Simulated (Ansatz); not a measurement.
# ZrN (Fm-3m) in Ansatz: convergence with wavefunction cutoff

Aim: find how far wavefunction cutoff must go before the results for ZrN settle, at r2SCAN. This setting moves, with any that are tied to it; all else stays.

Program: Ansatz 0.2.0. These are calculated values, not measurements. Logs are shortened: lines on timing, memory, paths and dates and some standing lists are left out, and cuts for length are marked.

## (1) The structure

The structure is cubic, space group Fm-3m (No. 225). Conventional cell: a = 4.600 Å, b = 4.600 Å, c = 4.600 Å, α = 90.00°, β = 90.00°, γ = 90.00°. Zr (site symmetry m-3m) is surrounded by 6 N at 2.30 Å. Around N (site symmetry m-3m) lie 6 Zr at 2.30 Å.

## (2) With wavefunction cutoff 200 eV

File input.yaml:

```yaml
crystal:
  lattice:
    - [0.0, 2.3, 2.3]
    - [2.3, 0.0, 2.3]
    - [2.3, 2.3, 0.0]
  atoms:
    - { symbol: Zr, position: [0.5, 0.5, 0.5] }
    - { symbol: "N", position: [0.0, 0.0, 0.0] }
hamiltonian:
  xc: r2scan
  pseudopotentials: { kind: paw }
kpoints:
  mp_grid: { grid: [8, 8, 8] }
scf:
  occupations: { method: cold, width: 0.05 }
output:
  forces: true
  stress: true
  eigenvalues: true
basis:
  ecutwfc: "200 eV"
```

Potentials or basis: Ansatz PAW.

On the command line:

```
> ansatz run input.yaml --threads 2 --pin off --max-ram 5632MiB --backend cpu --events-out ev --progress --plain --runs-dir out
```

Run time: 0.93 s. Hardware: 2 threads of Intel Xeon Platinum 8375C at 2.90GHz (Ice Lake), shared host; peak memory 0.31 GiB.

Results:

```
Free energy            : -4579.3692 eV
Pressure               : -15.4 GPa
Band gap on the k mesh : none (metal or under the smearing width)
```

## (3) With wavefunction cutoff 250 eV

Edit input.yaml of step 2 so:

```diff
@@ -20,2 +20,2 @@
 basis:
-  ecutwfc: "200 eV"
+  ecutwfc: "250 eV"
```

Potentials or basis: Ansatz PAW.

On the command line:

```
> ansatz run input.yaml --threads 2 --pin off --max-ram 5632MiB --backend cpu --events-out ev --progress --plain --runs-dir out
```

Run time: 1.2 s. Hardware: 2 threads of Intel Xeon Platinum 8375C at 2.90GHz (Ice Lake), shared host; peak memory 0.33 GiB.

What came out:

* Free energy: -4582.3885 eV
* Pressure: -0.3 GPa
* Band gap on the k mesh: none (metal or under the smearing width)

## (4) With wavefunction cutoff 300 eV

Edit input.yaml of step 3 so:

```diff
@@ -20,2 +20,2 @@
 basis:
-  ecutwfc: "250 eV"
+  ecutwfc: "300 eV"
```

On the command line:

```
> ansatz run input.yaml --threads 2 --pin off --max-ram 5632MiB --backend cpu --events-out ev --progress --plain --runs-dir out
```

Run time: 1.3 s. Hardware: 2 threads of Intel Xeon Platinum 8375C at 2.90GHz (Ice Lake), shared host; peak memory 0.34 GiB.

What came out:

| Property | Result |
| --- | --- |
| Free energy | -4583.4085 eV |
| Pressure | -0.1 GPa |
| Band gap on the k mesh | none (metal or under the smearing width) |

## (5) With wavefunction cutoff 350 eV

Edit input.yaml of step 4 so:

```diff
@@ -20,2 +20,2 @@
 basis:
-  ecutwfc: "300 eV"
+  ecutwfc: "350 eV"
```

On the command line:

```
> ansatz run input.yaml --threads 2 --pin off --max-ram 5632MiB --backend cpu --events-out ev --progress --plain --runs-dir out
```

Run time: 1.1 s. Hardware: 2 threads of Intel Xeon Platinum 8375C at 2.90GHz (Ice Lake), shared host; peak memory 0.35 GiB.

What came out:

```
Free energy            : -4583.6383 eV
Pressure               : -1.9 GPa
Band gap on the k mesh : none (metal or under the smearing width)
```

## (6) With wavefunction cutoff 400 eV

Edit input.yaml of step 5 so:

```diff
@@ -20,2 +20,2 @@
 basis:
-  ecutwfc: "350 eV"
+  ecutwfc: "400 eV"
```

Potentials or basis: Ansatz PAW.

On the command line:

```
> ansatz run input.yaml --threads 2 --pin off --max-ram 5632MiB --backend cpu --events-out ev --progress --plain --runs-dir out
```

Run time: 1.6 s. Hardware: 2 threads of Intel Xeon Platinum 8375C at 2.90GHz (Ice Lake), shared host; peak memory 0.37 GiB.

The run converged. Its results:

- Free energy: -4583.6873 eV
- Pressure: -2.1 GPa
- Band gap on the k mesh: none (metal or under the smearing width)

## (7) With wavefunction cutoff 450 eV

Edit input.yaml of step 6 so:

```diff
@@ -20,2 +20,2 @@
 basis:
-  ecutwfc: "400 eV"
+  ecutwfc: "450 eV"
```

On the command line:

```
> ansatz run input.yaml --threads 2 --pin off --max-ram 5632MiB --backend cpu --events-out ev --progress --plain --runs-dir out
```

Run time: 1.6 s. Hardware: 2 threads of Intel Xeon Platinum 8375C at 2.90GHz (Ice Lake), shared host; peak memory 0.37 GiB.

Results (log left out):

* Free energy: -4583.6974 eV
* Pressure: -2.1 GPa
* Band gap on the k mesh: none (metal or under the smearing width)

## (8) With wavefunction cutoff 500 eV

Edit input.yaml of step 7 so:

```diff
@@ -20,2 +20,2 @@
 basis:
-  ecutwfc: "450 eV"
+  ecutwfc: "500 eV"
```

On the command line:

```
> ansatz run input.yaml --threads 2 --pin off --max-ram 5632MiB --backend cpu --events-out ev --progress --plain --runs-dir out
```

It took 1.7 s on 2 threads of Intel Xeon Platinum 8375C at 2.90GHz (Ice Lake), shared host; peak memory 0.38 GiB.

It converged, with:

```yaml
Free_energy: -4583.7006 eV
Pressure: -2.1 GPa
Band_gap_on_the_k_mesh: none (metal or under the smearing width)
```

## (9) With wavefunction cutoff 600 eV

Edit input.yaml of step 8 so:

```diff
@@ -20,2 +20,2 @@
 basis:
-  ecutwfc: "500 eV"
+  ecutwfc: "600 eV"
```

Potentials or basis: Ansatz PAW.

On the command line:

```
> ansatz run input.yaml --threads 2 --pin off --max-ram 5632MiB --backend cpu --events-out ev --progress --plain --runs-dir out
```

Run time: 2.2 s. Hardware: 2 threads of Intel Xeon Platinum 8375C at 2.90GHz (Ice Lake), shared host; peak memory 0.41 GiB.

The run converged. Its results:

```
Free energy            : -4583.7043 eV
Pressure               : -2.2 GPa
Band gap on the k mesh : none (metal or under the smearing width)
```

## (10) With wavefunction cutoff 800 eV

Edit input.yaml of step 9 so:

```diff
@@ -20,2 +20,2 @@
 basis:
-  ecutwfc: "600 eV"
+  ecutwfc: "800 eV"
```

Potentials or basis: Ansatz PAW.

On the command line:

```
> ansatz run input.yaml --threads 2 --pin off --max-ram 5632MiB --backend cpu --events-out ev --progress --plain --runs-dir out
```

Log:

```text
Warning: RAYON_NUM_THREADS=2 ignored (pool sized by the plan → 2); use --threads N
Engine: ansatz 0.2.0, x86_64-unknown-linux-gnu
Pseudopotentials: kind: paw
Pseudopotential: Zr, paw, valence charge 12, recommended cutoff 500 eV (meta_gga), Zr.paw.azcp
Pseudopotential: N, paw, valence charge 5, recommended cutoff 500 eV (meta_gga), N.paw.azcp
Functional definition: r2SCAN
  parameter k0 = 0.174
  parameter k1 = 0.065
  parameter a1 = 4.9479
  exchange = r2scan_x(k0 = k0, k1 = k1, a1 = a1)
  correlation = r2scan_c
Crystal: 2 atoms, lattice volume = 24.334 Å³
Basis set: ecut = 800 eV, 1243 PW (Γ), exchange–correlation on 128×128×128 points (64 copies of the dense FFT grid, shifted against one another)
Bands: 13, of which v1, the nominal top of the filled ones, is band 9 counted from 1 (8 counted from 0)
Symmetry: 48 space group operations
Space group: Fm-3m (ITA 225), of the structure as read, at distance tolerance 2.9e-5 Å
k-points: 29 of 512
Non-local potential: Zr, projectors of the file, l = 0: 3, l = 1: 2, l = 2: 2, l = 3: 2
Non-local potential: N, projectors of the file, l = 0: 2, l = 1: 2, l = 2: 1
PAW form: soft (Blöchl's): semilocal exchange-correlation on the pseudo side does not see the compensation charge
PAW frozen core: Zr, regenerated for the run's functional (the file was generated under x = pbe(κ = 0.804, μ = 0.2195149727645171), c = pbe(β = 0.06672455060314922))
PAW frozen core: N, regenerated for the run's functional (the file was generated under x = pbe(κ = 0.804, μ = 0.2195149727645171), c = pbe(β = 0.06672455060314922))
PAW one-centre angular grid: Zr, 590 points (default); XC on 160 Gauss nodes
PAW one-centre angular grid: N, 302 points (default); XC on 160 Gauss nodes
Initial density: superposition of atomic densities (neutral atoms: chi_scale 0, normalization atom), corrected by the library's trained network
Initial wavefunctions: pseudopotential atomic-orbital guess
Functional: x = r2scan, c = r2scan; τ floored in thin density (d = 2e-4 eV/Å³)
SCF iter   1: F=—  HF=-4583.641018 eV  |F-HF|=—  |Δ(HF+E_count)|=         —  Δρ=1.32e-2  dr2=5.24e-2  dr2_τ=1.13e-1  ethr=1.77e-3  ⟨swp⟩=5.2  Hψ=1943  notcnv=0
preconditioner: auto → none  [insulator: Δε(μ)=0.065 eV  Ē_g=11.287 eV  σ=0.050 eV  W_gap=0.76  n_scr=8 (ndim 8)  ℏωp=22.6 eV  f_vac=0.000  D(μ)=1.29/eV (n_scr^D=14)  ε∞_Penn≈5.0]
SCF iter   2: F=—  HF=-4583.709338 eV  |F-HF|=—  |Δ(HF+E_count)|=   6.83e-2  S|Δr|=    0.00e0  Δρ=9.68e-3  dr2=1.43e-2  dr2_τ=4.82e-3  ethr=3.08e-4  ⟨swp⟩=2.1  Hψ=862  notcnv=0  defer=11
SCF iter   3: F=—  HF=-4583.706727 eV  |F-HF|=—  |Δ(HF+E_count)|=   2.61e-3  S|Δr|=    0.00e0  Δρ=3.80e-3  dr2=1.88e-3  dr2_τ=1.67e-4  ethr=8.43e-5  ⟨swp⟩=2.0  Hψ=601  notcnv=0  defer=11
SCF iter   4: F=—  HF=-4583.706921 eV  |F-HF|=—  |Δ(HF+E_count)|=   1.94e-4  S|Δr|=    0.00e0  Δρ=1.26e-3  dr2=3.09e-4  dr2_τ=4.24e-5  ethr=1.11e-5  ⟨swp⟩=2.0  Hψ=496  notcnv=0  defer=11
SCF iter   5: F=—  HF=-4583.706864 eV  |F-HF|=—  |Δ(HF+E_count)|=   5.73e-5  S|Δr|=    0.00e0  Δρ=4.54e-4  dr2=5.66e-5  dr2_τ=1.84e-6  ethr=1.82e-6  ⟨swp⟩=2.0  Hψ=419  notcnv=0  defer=11
SCF iter   6: F=—  HF=-4583.706853 eV  |F-HF|=—  |Δ(HF+E_count)|=   1.07e-5  S|Δr|=    0.00e0  Δρ=2.13e-5  dr2=3.31e-8  dr2_τ=3.74e-8  ethr=5.88e-10  ⟨swp⟩=6.7  Hψ=2164  notcnv=0
SCF iter   7: F=-4583.706853 eV  HF=-4583.706853 eV  |F-HF|=1.77e-8  |Δ(HF+E_count)|=   6.26e-8  S|Δr|=    0.00e0  Δρ=1.00e-5  dr2=3.06e-8  dr2_τ=1.43e-9  ethr=1.95e-10  ⟨swp⟩=3.0  Hψ=1361  notcnv=0
SCF 1 converged in 7 iterations: F = -4583.706853 eV  dr2 = 3.06e-8
SCF converged after 7 iterations
Stability not checked: this state was not tested for a lower state beside it, because cold or Methfessel-Paxton smearing, or corrected tetrahedra, fill the levels in a way that the test cannot read (fill_not_monotonic; see scf.lower_state_search)
Free energy (F): -4583.706853 eV
Harris-Foulkes:  -4583.706853 eV  (|F-HF|=1.77e-8)
Internal energy: -4583.706083 eV  (E = F + TS)
E sigma→0 (E₀):  -4583.706596 eV
Entropy (-TS):   -0.000770 eV (-0.385 meV/atom)
Fermi energy:    17.732868 eV
--- Per-component energies (eV) ---
  E_band       = -41.150178
  E_kinetic    = 467.041052
  E_local      = -627.533989  (includes V_loc(G=0)·N_el)
  E_nonlocal   = 122.140152
  E_hartree    = 188.915263
  E_xc         = -217.763470
  E_vxc        = -298.687139  (∫ρ·V_xc dr)
  E_paw        = -3098.869731  (= ΣΔE_a)
  E_vpaw       = -99.147601  (= ΣTr[D̂ρ^β])
  E_aug_tail   = 0.000001  (compensation charges beyond the density's cutoff)
  E_vtau       = 17.207673  (kinetic-family band-sum trace: ∫τ·v_τ [+ j·A + Jᵃ·Aᵃ] dr)
  E_ewald      = -1417.441055
  E_core_change = -0.194306  (= ΣΔE_core)
  E_smearing   = -0.000770  (= −TS)
  E_closure    = 0.000000  (closes the sum)
  Σ components = -4583.706853   (vs F -4583.706853, Δ=0.00e0)
--- Forces (eV/Å), atoms counted from 1 ---
  atom   1  Zr     0.00000000    -0.00000000    -0.00000000
  atom   2  N     -0.00000000    -0.00000000    -0.00000000
  max |Σ_I F_I| component: 4.02e-29 eV/Å
--- Stress (GPa, compression-positive) ---
       -2.178970      -0.000000       0.000000
       -0.000000      -2.178970       0.000000
        0.000000      -0.000000      -2.178970
  P = ⅓ Tr σ = -2.1790 GPa (-21.790 kbar)
--- Band table (eV; the first three rows and the last of 29) ---
  k-point 0: bands = ["-33.8089", "-10.7338", "-10.7338", "-10.7338", "0.3165", "14.7069", "14.7069", "14.7069", "17.3196", "17.3196", "17.3196", "19.3374", "19.3374"]
  k-point 1: bands = ["-33.7886", "-10.9208", "-10.7468", "-10.7468", "0.6213", "13.5911", "13.9471", "13.9471", "17.6719", "17.7560", "17.7560", "20.3910", "20.3910"]
  k-point 2: bands = ["-33.7392", "-11.3444", "-10.7780", "-10.7780", "1.3606", "11.7404", "12.7654", "12.7654", "18.3678", "18.8098", "18.8098", "22.5173", "22.5173"]
  k-point 28: bands = ["-33.6230", "-11.3637", "-11.3637", "-11.1505", "1.4116", "11.9037", "12.6132", "12.6132", "18.7357", "18.7357", "22.2286", "22.3580", "23.7458"]
```

Run time: 2.8 s. Hardware: 2 threads of Intel Xeon Platinum 8375C at 2.90GHz (Ice Lake), shared host; peak memory 0.49 GiB.

What came out:

| Quantity | Value |
| --- | --- |
| Free energy | -4583.7069 eV |
| Pressure | -2.2 GPa |
| Band gap on the k mesh | none (metal or under the smearing width) |

## (11) Summary

| wavefunction cutoff | energy less the tightest run, at zero smearing (meV/atom) | pressure (GPa) | SCF cycles | CPU time (s) | peak memory (GiB) |
| --- | --- | --- | --- | --- | --- |
| 200 eV | 2168.65 | -15.36 | 8 | 1.5 | 0.31 |
| 250 eV | 659.12 | -0.29 | 7 | 1.8 | 0.33 |
| 300 eV | 149.20 | -0.06 | 7 | 2.1 | 0.34 |
| 350 eV | 34.28 | -1.93 | 7 | 1.9 | 0.35 |
| 400 eV | 9.79 | -2.13 | 7 | 2.8 | 0.37 |
| 450 eV | 4.75 | -2.14 | 7 | 2.8 | 0.37 |
| 500 eV | 3.13 | -2.15 | 7 | 2.9 | 0.38 |
| 600 eV | 1.26 | -2.18 | 7 | 3.9 | 0.41 |
| 800 eV | 0.00 | -2.18 | 7 | 4.9 | 0.49 |

Against the tightest run, the pressure stays within 0.1 GPa from 400 eV on. Not settled before the last step: the energy (to 1 meV/atom). The tightest run that finished is the yardstick and may itself not be fully converged.

Caveats: the PAW data sets come from PBE, with cores solved anew for the run's functional, which leaves a small shift of forces and pressure.
